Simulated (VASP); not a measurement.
## ZnO (zincite): band structure with PBEsol

**Measured values to compare with.**

From “Electronic structure of alkaline earth and post-transition metal oxides”, 2009, arxiv:0908.1581, for a bulk crystal of ZnO: band gap 3.37 eV.

ZnO (zincite):

```
CELL_PARAMETERS angstrom
3.24931 0.00000 0.00000
-1.62465 2.81398 0.00000
0.00000 0.00000 5.20571
ATOMIC_POSITIONS crystal
Zn 0.66667 0.33333 0.00000
Zn 0.33333 0.66667 0.50000
O 0.33333 0.66667 0.87901
O 0.66667 0.33333 0.37901
```

```yaml
Program: VASP 6.6.1
Task: band structure
Functional: PBEsol
Potentials_or_basis: VASP PAW PBE potentials, release 64 (Zn, O)
Cutoff: 520 eV
k_mesh: 9 × 9 × 5
Occupations: fermi-dirac, width 0.05 eV
Spin: no spin polarisation
Further_INCAR_settings: ALGO = Normal; EDIFF = 1e-06; NBANDS = 26
```

The pressure is -0.6 GPa. The largest force is 0.065 eV/Å and the band gap on the k mesh is 0.68 eV, direct. The band gap along the path is 0.69 eV, direct.

Forces on the atoms (eV/Å):
```
Zn   0.000  0.000 -0.065
Zn   0.000  0.000 -0.065
O    0.000  0.000  0.065
O    0.000  0.000  0.065
```

Stress tensor (GPa, compression positive):
```
-1.17  0.00  0.00
 0.00 -1.17  0.00
 0.00  0.00  0.55
```

Levels at the corners of the path, in eV from the valence-band top:
```csv
point,band 16,band 17,band 18,band 19,band 20,band 21
Γ,-0.07,0.00,0.00,0.69,5.10,8.14
M,-2.30,-1.30,-0.83,5.68,6.70,7.47
M,-2.30,-1.30,-0.83,5.68,6.70,7.47
K,-1.94,-1.94,-1.73,7.51,7.61,7.61
K,-1.94,-1.94,-1.73,7.51,7.61,7.61
Γ,-0.07,0.00,0.00,0.69,5.10,8.14
Γ,-0.07,0.00,0.00,0.69,5.10,8.14
A,-0.40,-0.40,-0.40,3.37,3.37,9.98
A,-0.40,-0.40,-0.40,3.37,3.37,9.98
L,-1.52,-1.37,-1.37,5.58,5.58,8.34
L,-1.52,-1.37,-1.37,5.58,5.58,8.34
H,-2.71,-1.24,-1.24,7.85,7.85,7.91
H,-2.71,-1.24,-1.24,7.85,7.85,7.91
A,-0.40,-0.40,-0.40,3.37,3.37,9.98
L,-1.52,-1.37,-1.37,5.58,5.58,8.34
M,-2.30,-1.30,-0.83,5.68,6.70,7.47
K,-1.94,-1.94,-1.73,7.51,7.61,7.61
H,-2.71,-1.24,-1.24,7.85,7.85,7.91
```

Run time: 51 s on 1 thread of Intel(R) Xeon(R) 6975P-C (Granite Rapids) (shared host), peak memory 0.19 GiB.

Against the measured gap of ZnO, 3.37 eV (quoted in “Electronic structure of alkaline earth and post-transition metal oxides”, 2009, arxiv:0908.1581), the calculated 0.69 eV is off by -2.68 eV. So large a miss can be the level of theory's own, or it may mean another phase, state or a wrong row. The value is that of PBEsol, without temperature or zero-point motion. Semilocal functionals fall short of measured gaps as a rule.

Caveat: the PAW data sets were made with another functional, which shifts forces and pressure a little.
